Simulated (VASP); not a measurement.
## GaP: elastic constants with PBEsol

GaP:

```
Ga P
1.0
     0.00000    2.71842    2.71842
     2.71842    0.00000    2.71842
     2.71842    2.71842    0.00000
Ga P
1 1
Direct
  0.00000 0.00000 0.00000
  0.25000 0.25000 0.25000
```

```yaml
Program: VASP 6.6.1
Task: elastic constants
Functional: PBEsol
Potentials_or_basis: VASP PAW PBE potentials, release 64 (Ga_d, P)
Cutoff: 600 eV
k_mesh: 8 × 8 × 8
Occupations: gaussian, width 0.03 eV
Spin: no spin polarisation
Ions_in_elastic_constants: relaxed
Further_INCAR_settings: ALGO = Normal; EDIFF = 1e-08; IBRION = 6; POTIM = 0.015; NSW = 1; ISIF = 3
```

- Elastic constants C11, C12, C44: 135, 60, 68 GPa
- Voigt bulk modulus: 85 GPa
- Highest phonon frequency at Γ, LO-TO splitting left out: 356 cm⁻¹

Phonon frequencies in cm⁻¹ (negative: imaginary):
```
              q point        frequencies
(0.000, 0.000, 0.000)  0 0 0 356 356 356
```

Elastic tensor in Voigt notation (GPa, in the Cartesian axes of the cell as first typed):
```
135  60  60   0   0   0
 60 135  60   0   0   0
 60  60 135   0   0   0
  0   0   0  68   0   0
  0   0   0   0  68   0
  0   0   0   0   0  68
```

Clamped-ion elastic tensor (GPa):
```
135  60  60   0   0   0
 60 135  60   0   0   0
 60  60 135   0   0   0
  0   0   0  91   0   0
  0   0   0   0  91   0
  0   0   0   0   0  91
```

Run time: 9 min on 1 thread of Intel(R) Xeon(R) Platinum 8259CL CPU @ 2.50GHz (Skylake/Cascade Lake), on a shared host, peak memory 0.32 GiB.

Caveat: the PAW data sets were made with another functional, which shifts forces and pressure a little.
